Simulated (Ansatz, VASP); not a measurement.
## MgF2 (Sellaite) in VASP and in Ansatz

Contents of INCAR:

```
SYSTEM = MgF2
PREC = Accurate
ENCUT = 520
EDIFF = 1E-6
ISMEAR = 0
SIGMA = 0.1
LREAL = .FALSE.
LASPH = .TRUE.
NELM = 100
ALGO = Normal
ISIF = 2
LWAVE = .FALSE.
LCHARG = .FALSE.
GGA = PE
NBANDS = 25
```

KPOINTS

```
Automatic mesh
0
G
  4 4 6
  0 0 0
```

File POSCAR:

```
MgF2
1.0
    4.6250000000      0.0000000000      0.0000000000
    0.0000000000      4.6250000000      0.0000000000
    0.0000000000      0.0000000000      3.0520000000
Mg F
2 4
Direct
    0.0000000000      0.0000000000      0.0000000000
    0.5000000000      0.5000000000      0.5000000000
    0.3030000000      0.3030000000      0.0000000000
    0.1970000000      0.8030000000      0.5000000000
    0.6970000000      0.6970000000      0.0000000000
    0.8030000000      0.1970000000      0.5000000000
```

Input for Ansatz:

```yaml
crystal:
  lattice:
    - [4.625, 0.0, 0.0]
    - [0.0, 4.625, 0.0]
    - [0.0, 0.0, 3.052]
  atoms:
    - { symbol: Mg, position: [0.0, 0.0, 0.0] }
    - { symbol: Mg, position: [0.5, 0.5, 0.5] }
    - { symbol: F, position: [0.303, 0.303, 0.0] }
    - { symbol: F, position: [0.197, 0.803, 0.5] }
    - { symbol: F, position: [0.697, 0.697, 0.0] }
    - { symbol: F, position: [0.803, 0.197, 0.5] }
basis:
  ecutwfc: 420
kpoints:
  mp_grid: { grid: [4, 4, 6] }
hamiltonian:
  xc: pbe
scf:
  occupations: { method: gaussian, width: 0.1 }
output:
  forces: true
  stress: true
  eigenvalues: true
```

Alike in both runs: task single point; functional PBE; k mesh 4 × 4 × 6; occupations gaussian, width 0.1 eV; no spin polarisation.

|  | VASP | Ansatz |
| --- | --- | --- |
| version | VASP 6.6.1 | Ansatz 0.2.0 |
| potentials or method | VASP PAW PBE potentials, release 64 (Mg, F) | scalar-relativistic, plane waves, PAW |
| plane-wave cutoff (eV) | 520 | 420 |
| valence electrons in the cell | 32 | 48 |

Ansatz gave:

| Item | Value |
| --- | --- |
| gap on the k mesh at the Fermi level (eV) | 7.13 |
| least direct gap on the mesh (eV) | 7.13 |
| pressure (GPa) | 4.6 |
| largest component of the traceless stress (GPa) | 0.20 |
| rms of the force components (eV/Å) | 0.011 |

Q: Estimate VASP's values.

A: gap on the k mesh at the Fermi level (eV): 7.09; least direct gap on the mesh (eV): 7.09; pressure (GPa): 3.7; largest component of the traceless stress (GPa): 0.15; rms of the force components (eV/Å): 0.010.

Atom by atom the forces differ by 0.001 eV/Å (rms over components). The two sets of potentials don't hold the same shells in valence.

As with any semilocal functional, this PBE gap is likely too small.
